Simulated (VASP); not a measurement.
# ZnS: what each functional gives, and what it costs, part 3 of 3

How far up the ladder of functionals must one climb to get the gap of ZnS right? Left out of this account: 1 further run (bands with local mBJ: VASP's path bands are not those of the converged potential at this level). LASPH is on for some levels and off for others; the table marks which. The start is a cell from a database of measured crystal structures.

VASP 6.6.1, plane waves and PAW; the level of theory is named at each step.

Still holding for the runs below: The k-mesh is coarse for exact exchange; levels may shift by about 0.1 eV on a finer one.

So far, least gap on mesh and path (eV): step 2 (bands, level LDA) 1.88; step 8 (bands, level HSE06) 3.35; step 10 (bands, level PBE-EpsX, ε∞ used 5.989) 3.37; step 11 (bands, level r2SCANh) 3.34; step 12 (bands, level r2SCAN0) 4.36.

The database entry behind the starting cell differs from later determinations by our own check (about 0.1 % short), so it need not match the best structure at ambient conditions.

## (13) Bands with HSEsol

This step: HSEsol; plane waves and PAW (Zn, S) (VASP 6.6.1).

HSEsol is the screened hybrid built on PBEsol.

File INCAR:

```
SYSTEM = ZnS
PREC = Accurate
ENCUT = 400
EDIFF = 1E-06
NELM = 100
ISMEAR = 0
SIGMA = 0.02
LREAL = .FALSE.
ALGO = Normal
LHFCALC = .TRUE.
AEXX = 0.25
GGA = PS
HFSCREEN = 0.2
LASPH = .TRUE.
NBANDS = 15
PRECFOCK = Fast
LORBIT = 11
LWAVE = .FALSE.
LCHARG = .FALSE.
KPAR = 4
```

File POSCAR:

```
ZnS
1.0
    0.0000000000      2.7020000000      2.7020000000
    2.7020000000      0.0000000000      2.7020000000
    2.7020000000      2.7020000000      0.0000000000
Zn S
1 1
Direct
    0.2500000000      0.2500000000      0.2500000000
    0.0000000000      0.0000000000      0.0000000000
```

File KPOINTS:

```
Automatic mesh
0
Gamma
5 5 5
0 0 0
```

File KPOINTS_OPT:

```
Line mode
6
Line-mode
Reciprocal
  0.00000000   0.00000000   0.00000000 GAMMA
  0.50000000   0.00000000   0.50000000 X

  0.50000000   0.00000000   0.50000000 X
  0.50000000   0.25000000   0.75000000 W

  0.50000000   0.25000000   0.75000000 W
  0.37500000   0.37500000   0.75000000 K

  0.37500000   0.37500000   0.75000000 K
  0.00000000   0.00000000   0.00000000 GAMMA

  0.00000000   0.00000000   0.00000000 GAMMA
  0.50000000   0.50000000   0.50000000 L

  0.50000000   0.50000000   0.50000000 L
  0.62500000   0.25000000   0.62500000 U

  0.62500000   0.25000000   0.62500000 U
  0.50000000   0.25000000   0.75000000 W

  0.50000000   0.25000000   0.75000000 W
  0.50000000   0.50000000   0.50000000 L

  0.50000000   0.50000000   0.50000000 L
  0.37500000   0.37500000   0.75000000 K

  0.62500000   0.25000000   0.62500000 U
  0.50000000   0.00000000   0.50000000 X
```

The projector-augmented-wave data sets are Zn and S (PBE family, release 64).

On the command line:

```console
> mpirun -np 4 vasp_std
```

Wall time 9.5 min (4 MPI ranks of AMD EPYC 7R43, shared host); peak memory 0.85 GiB; 38 min of CPU time.

Electronic bands along the path, in eV, zero at the valence-band top; v1 is the highest filled band, c1 the lowest empty one:

| point | v4 | v3 | v2 | v1 | c1 | c2 | c3 | c4 |
| --- | --- | --- | --- | --- | --- | --- | --- | --- |
| Γ | -7.45 | 0.00 | 0.00 | 0.00 | 3.20 | 7.62 | 7.62 | 7.62 |
| 0.40 of the way | -7.42 | -2.13 | -0.96 | -0.96 | 5.34 | 6.11 | 9.20 | 9.20 |
| X | -7.17 | -5.05 | -2.38 | -2.38 | 4.25 | 5.17 | 12.44 | 13.62 |
| 0.40 of the way | -7.11 | -5.00 | -2.60 | -2.57 | 4.87 | 5.75 | 11.47 | 11.94 |
| W | -7.00 | -4.89 | -3.02 | -2.91 | 6.69 | 7.50 | 9.14 | 9.32 |
| 0.40 of the way | -7.02 | -4.91 | -3.23 | -2.48 | 6.09 | 7.31 | 9.54 | 10.04 |
| K | -7.05 | -4.95 | -3.39 | -1.94 | 5.11 | 7.22 | 10.67 | 11.23 |
| 0.60 of the way | -7.43 | -2.67 | -1.26 | -0.32 | 5.26 | 7.31 | 8.30 | 8.46 |
| Γ | -7.45 | 0.00 | 0.00 | 0.00 | 3.20 | 7.62 | 7.62 | 7.62 |
| 0.40 of the way | -7.45 | -2.32 | -0.36 | -0.36 | 4.52 | 7.73 | 8.16 | 8.16 |
| L | -7.21 | -5.67 | -0.92 | -0.92 | 4.44 | 8.12 | 8.12 | 10.08 |
| 0.40 of the way | -7.16 | -5.45 | -1.92 | -1.20 | 5.39 | 7.39 | 8.83 | 10.13 |
| U | -7.05 | -4.95 | -3.39 | -1.94 | 5.11 | 7.22 | 10.67 | 11.23 |
| 0.40 of the way | -7.03 | -4.93 | -3.32 | -2.21 | 5.60 | 7.25 | 10.02 | 10.52 |
| W | -7.00 | -4.89 | -3.02 | -2.91 | 6.69 | 7.50 | 9.14 | 9.32 |
| 0.60 of the way | -7.15 | -5.38 | -2.12 | -1.34 | 5.69 | 7.17 | 9.03 | 10.15 |
| L | -7.21 | -5.67 | -0.92 | -0.92 | 4.44 | 8.12 | 8.12 | 10.08 |
| 0.40 of the way | -7.16 | -5.45 | -1.92 | -1.20 | 5.39 | 7.39 | 8.83 | 10.13 |
| K | -7.05 | -4.95 | -3.39 | -1.94 | 5.11 | 7.22 | 10.67 | 11.23 |
| jump to U | -7.05 | -4.95 | -3.39 | -1.94 | 5.11 | 7.22 | 10.67 | 11.23 |
| 0.40 of the way | -7.10 | -5.00 | -2.93 | -2.21 | 4.71 | 5.98 | 11.52 | 12.33 |
| X | -7.17 | -5.05 | -2.38 | -2.38 | 4.25 | 5.17 | 12.44 | 13.62 |

Of the projections kept (Zn, S), the largest for each band there; the rest of the weight can lie on other orbitals:

| point | v4 | v3 | v2 | v1 | c1 | c2 | c3 | c4 |
| --- | --- | --- | --- | --- | --- | --- | --- | --- |
| Γ | Zn 1.00 | S 0.78 | S 0.78 | S 0.78 | S 0.51 | Zn 0.98 | Zn 0.98 | Zn 0.98 |
| X | Zn 0.96 | Zn 0.59 | S 0.74 | S 0.74 | Zn 0.78 | Zn 0.84 | S 0.77 | Zn 0.58 |
| W | Zn 0.96 | Zn 0.52 | S 0.65 | S 0.73 | S 0.59 | Zn 0.56 | Zn 0.76 | Zn 0.75 |
| K | Zn 0.96 | Zn 0.52 | S 0.67 | S 0.74 | Zn 0.79 | Zn 0.52 | S 0.62 | Zn 0.63 |
| Γ | Zn 1.00 | S 0.78 | S 0.78 | S 0.78 | S 0.51 | Zn 0.98 | Zn 0.98 | Zn 0.98 |
| L | Zn 0.98 | S 0.57 | S 0.75 | S 0.75 | Zn 0.71 | Zn 0.92 | Zn 0.92 | S 0.78 |

The gap is 3.20 eV, direct at Γ. Against LDA that is +1.32 eV; this run took 27 times the core time, on fewer points of the path. The direct gap lies -0.65 eV from the measured 3.85 eV.

## (14) The ladder as a table

This step: ladder of functionals on one cell; plane waves and PAW (VASP 6.6.1).

Derived from the runs above.

A gap of 0 means none; cost is the wall time of each run, as given at its step, times its ranks, without the set-up around it; LASPH differs between rows, which moves results and costs too. Results by level, by row:

| level | gap (eV) | least direct gap (eV) | pressure (GPa) | cost (core minutes) | LASPH |
| --- | --- | --- | --- | --- | --- |
| LDA | 1.877 | 1.877 | -4.38 | 1.4 | off |
| PBE | 2.109 | 2.109 | 1.62 | 1.6 | off |
| r2SCAN | 2.671 | 2.671 | -0.85 | 7.87 | on |
| TB-mBJ | 3.7 | 3.7 | - | 4.6 | on |
| BLYP | 2.119 | 2.119 | 5.35 | 1.73 | off |
| HSE06 | 3.348 | 3.348 | - | 38.2 | on |
| PBE-EpsX | 3.37 | 3.37 | - | 34.4 | on |
| r2SCANh | 3.342 | 3.342 | - | 38.7 | on |
| r2SCAN0 | 4.357 | 4.357 | - | 41.8 | on |
| HSEsol | 3.201 | 3.201 | - | 38.1 | on |

## (15) What came out

- gap, LDA: 1.88 eV
- gap, PBE: 2.11 eV
- gap, r2SCAN: 2.67 eV
- gap, TB-mBJ: 3.70 eV
- gap, BLYP: 2.12 eV
- gap, HSE06: 3.35 eV
- gap, PBE-EpsX: 3.37 eV
- gap, r2SCANh: 3.34 eV
- gap, r2SCAN0: 4.36 eV
- gap, HSEsol: 3.20 eV

For ZnS the functional decides between a gap of 1.88 eV (LDA) and 4.36 eV (r2SCAN0), while across these levels the cost spans a factor of 30. The cheapest level whose direct gap lies within 0.27 eV of experiment (a bound picked here) is TB-mBJ, at 4.6 core minutes. In most such crystals zero-point and thermal motion narrow the gap, so the static value to match lies above the measured one, and levels a little over it fare better than the table shows. HSE06 moves the gap by +1.24 eV from PBE, at about 24 times the core time, though on fewer points of the path. On r2SCAN the gap grows with the share of exact exchange: 2.67 eV at none, 3.34 eV at 0.10, 4.36 eV at 0.25. TB-mBJ lands +0.35 eV from HSE06 at 12 % of its cost. All levels use one geometry and one mesh, kept coarse to afford the hybrids, so no gap here is fully converged. Costs come from a shared host, and the hybrids use PRECFOCK = Fast. These are single-particle gaps of a static lattice, without excitons or temperature. LASPH is on for some levels and off for others, so differences between them are not the functional's alone.

Comparison with the measured values:

```
                  quantity  measured              LDA              PBE           r2SCAN           TB-mBJ            HSE06         PBE-EpsX          r2SCAN0
band gap (direct gap) (eV)      3.85  1.88 (-1.97 eV)  2.11 (-1.74 eV)  2.67 (-1.18 eV)  3.70 (-0.15 eV)  3.35 (-0.50 eV)  3.37 (-0.48 eV)  4.36 (+0.51 eV)
```

Measured values from arxiv:0911.5022 (2009).

How well it matches: For the band gap, of the levels listed nearest comes TB-mBJ (-0.15 eV, good agreement) and farthest LDA (-1.97 eV, a clear miss). Zero-point and thermal motion shift the measured gap. No cell relaxation is part of this session.

[Lines on the potential files, build, host, timing and source positions are cut from VASP's logs without a mark.]

[Logs are printed without paths, hosts, clocks, repeated set-up lines and the standing remarks that a program may print on its own settings, such as how far it seeks lower states.]

[Hosts, paths, dates, database ids (printed as entryN), source tags and the programs' standing remarks are cut or masked in the printed files.]

[A measured line is paired with the nearest computed mode of its activity, which favours agreement.]
